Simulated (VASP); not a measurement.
Computed with SCAN meta-GGA, VASP's PBE PAW potentials (set 64) (plane waves; VASP).

Input for VASP

**POSCAR**
```
NaBr
1.0
  0.0000000000   2.9526950283   2.9526950283
  2.9526950283   0.0000000000   2.9526950283
  2.9526950283   2.9526950283   0.0000000000
Na Br
1 1
Direct
  1.0000000000   0.0000000000   0.0000000000
  0.5000000000   0.5000000000   0.5000000000
```

**KPOINTS**
```
K-points
0
G
 7 7 7
```

**INCAR**
```
ALGO = Normal
EDIFF = 1E-6
EDIFFG = -0.01
ENCUT = 520
IBRION = 2
ISIF = 3
ISMEAR = 0
LASPH = .TRUE.
LCHARG = .FALSE.
LMAXMIX = 4
LMIXTAU = .TRUE.
LREAL = .FALSE.
LWAVE = .FALSE.
METAGGA = SCAN
NELM = 100
NSW = 60
PREC = Accurate
SIGMA = 0.05
SYSTEM = NaBr
```

POTCAR, in this order: Na_pv Br (PBE.64 set). Program: vasp_std.

What VASP printed:

OUTCAR:
```
 ion  position               nearest neighbor table
   1  0.000  0.000  0.000-
   2  0.500  0.500  0.500-
  LATTYP: Found a face centered cubic cell.
 ALAT       =     5.9053900566
 Subroutine PRICEL returns:
 Original cell was already a primitive cell.
 Subroutine GETGRP returns: Found 48 space group operations
The static configuration has the point symmetry O_h .
The dynamic configuration has the point symmetry O_h .
 Subroutine INISYM returns: Found 48 space group operations
 Subroutine IBZKPT returns following result:
 Found     20 irreducible k-points:

 Following reciprocal coordinates:
            Coordinates               Weight
  0.000000  0.000000  0.000000      1.000000
  0.142857  0.000000  0.000000      8.000000
  0.285714  0.000000  0.000000      8.000000
  0.428571  0.000000  0.000000      8.000000
  0.142857  0.142857  0.000000      6.000000
  0.285714  0.142857  0.000000     24.000000
  0.428571  0.142857  0.000000     24.000000
 -0.428571  0.142857  0.000000     24.000000
 -0.285714  0.142857  0.000000     24.000000
...
```

OSZICAR:
```
       N       E                     dE             d eps       ncg     rms          rms(c)
DAV:   1     0.701583187988E+02    0.70158E+02   -0.73212E+03   440   0.124E+03
DAV:   2    -0.206806031921E+02   -0.90839E+02   -0.85403E+02   508   0.269E+02
DAV:   3    -0.287708787052E+02   -0.80903E+01   -0.80357E+01   527   0.797E+01
DAV:   4    -0.289427109908E+02   -0.17183E+00   -0.17169E+00   509   0.131E+01
DAV:   5    -0.289452832442E+02   -0.25723E-02   -0.25721E-02   499   0.156E+00    0.159E+00
DAV:   6    -0.269516020476E+02    0.19937E+01   -0.52925E-01   473   0.945E+00    0.132E+00
DAV:   7    -0.269955182407E+02   -0.43916E-01   -0.31731E-01   455   0.779E+00    0.312E-01
DAV:   8    -0.270599505064E+02   -0.64432E-01   -0.23584E-01   440   0.625E+00    0.397E-01
DAV:   9    -0.269604198800E+02    0.99531E-01   -0.16276E-01   440   0.476E+00    0.139E-01
DAV:  10    -0.271067665178E+02   -0.14635E+00   -0.10712E-01   440   0.376E+00    0.120E-01
DAV:  11    -0.271518656247E+02   -0.45099E-01   -0.17978E-02   440   0.166E+00    0.586E-02
DAV:  12    -0.271519914549E+02   -0.12583E-03   -0.13968E-04   545   0.135E-01    0.521E-02
DAV:  13    -0.271498204343E+02    0.21710E-02   -0.88826E-04   443   0.391E-01    0.638E-02
DAV:  14    -0.271508909843E+02   -0.10706E-02   -0.91151E-04   440   0.310E-01    0.341E-02
DAV:  15    -0.271526215583E+02   -0.17306E-02   -0.12257E-03   440   0.515E-01    0.338E-02
DAV:  16    -0.271526313343E+02   -0.97760E-05   -0.19466E-05   470   0.662E-02    0.285E-02
DAV:  17    -0.271526297933E+02    0.15410E-05   -0.58701E-07   497   0.105E-02    0.270E-02
DAV:  18    -0.271526392375E+02   -0.94442E-05   -0.11887E-05   446   0.608E-02    0.811E-03
DAV:  19    -0.271526325363E+02    0.67012E-05   -0.47167E-06   446   0.330E-02    0.569E-03
DAV:  20    -0.271526346249E+02   -0.20887E-05   -0.56122E-07   461   0.108E-02    0.476E-03
DAV:  21    -0.271526344276E+02    0.19729E-06   -0.77753E-07   452   0.103E-02
   1 F= -.27152634E+02 E0= -.27152634E+02  d E =-.271526E+02
```

**OUTCAR**
```
------------------------ aborting loop because EDIFF is reached ----------------------------------------
  FORCE on cell =-STRESS in cart. coord.  units (eV):
  Direction    XX          YY          ZZ          XY          YZ          ZX
  --------------------------------------------------------------------------------------
  Total        0.0191522      0.0191522      0.0191522     -0.0000000     -0.0000000     -0.0000000
  in kB        0.5959950      0.5959950      0.5959950     -0.0000000     -0.0000000     -0.0000000
  external PRESSURE =       0.5959950 kB  Pullay stress =       0.0000000 kB
  volume of cell :       51.49
      direct lattice vectors                 reciprocal lattice vectors
     0.000000000  2.952695028  2.952695028    -0.169336825  0.169336825  0.169336825
     2.952695028  0.000000000  2.952695028     0.169336825 -0.169336825  0.169336825
     2.952695028  2.952695028  0.000000000     0.169336825  0.169336825 -0.169336825
 POSITION                                       TOTAL-FORCE (eV/Angst)
 -----------------------------------------------------------------------------------
      0.00000      0.00000      0.00000         0.000000      0.000000      0.000000
      2.95270      2.95270      2.95270        -0.000000      0.000000     -0.000000
 -----------------------------------------------------------------------------------
    total drift:                                0.000000     -0.000000     -0.000000
  FREE ENERGIE OF THE ION-ELECTRON SYSTEM (eV)
  ---------------------------------------------------
  free  energy   TOTEN  =       -27.1526344276 eV

  energy  without entropy=      -27.1526344276  energy(sigma->0) =      -27.15263443

 reached required accuracy - stopping structural energy minimisation
```
(Selected blocks of OUTCAR.)

**OUTCAR**
```
 val. band max:       -0.9921800928   @ k =   0.0000   0.0000   0.0000

 cond. band min:       4.0340257462   @ k =   0.0000   0.0000   0.0000


 Fermi energy:        -0.6719218679

 k-point     1 :       0.0000    0.0000    0.0000
  band No.  band energies     occupation
      1     -23.2840      2.00000
      2     -23.2840      2.00000
      3     -23.2839      2.00000
      4     -14.3722      2.00000
      5      -0.9922      2.00000
      6      -0.9922      2.00000
      7      -0.9922      2.00000
      8       4.0340      0.00000
      9       9.5193      0.00000
     10       9.5194      0.00000
     11       9.5194      0.00000

 k-point     2 :       0.1429    0.0000    0.0000
  band No.  band energies     occupation
      1     -23.2872      2.00000
      2     -23.2842      2.00000
      3     -23.2841      2.00000
      4     -14.3150      2.00000
      5      -1.5311      2.00000
      6      -1.0534      2.00000
      7      -1.0534      2.00000
      8       4.7101      0.00000
      9       8.9199      0.00000
     10       9.7629      0.00000
     11       9.7630      0.00000

 k-point     3 :       0.2857    0.0000    0.0000
  band No.  band energies     occupation
      1     -23.2945      2.00000
      2     -23.2846      2.00000
      3     -23.2846      2.00000
      4     -14.1820      2.00000
      5      -2.4652      2.00000
      6      -1.1847      2.00000
      7      -1.1847      2.00000
      8       5.6792      0.00000
      9       8.8291      0.00000
     10       9.7090      0.00000
     11       9.7092      0.00000

 k-point     4 :       0.4286    0.0000    0.0000
  band No.  band energies     occupation
      1     -23.3003      2.00000
      2     -23.2849      2.00000
      3     -23.2849      2.00000
      4     -14.0704      2.00000
      5      -3.0742      2.00000
      6      -1.2843      2.00000
      7      -1.2843      2.00000
      8       5.8749      0.00000
      9       9.3823      0.00000
...
```

The compound is NaBr in the rock salt structure. It was relaxed first. The start is the result of an earlier pass.
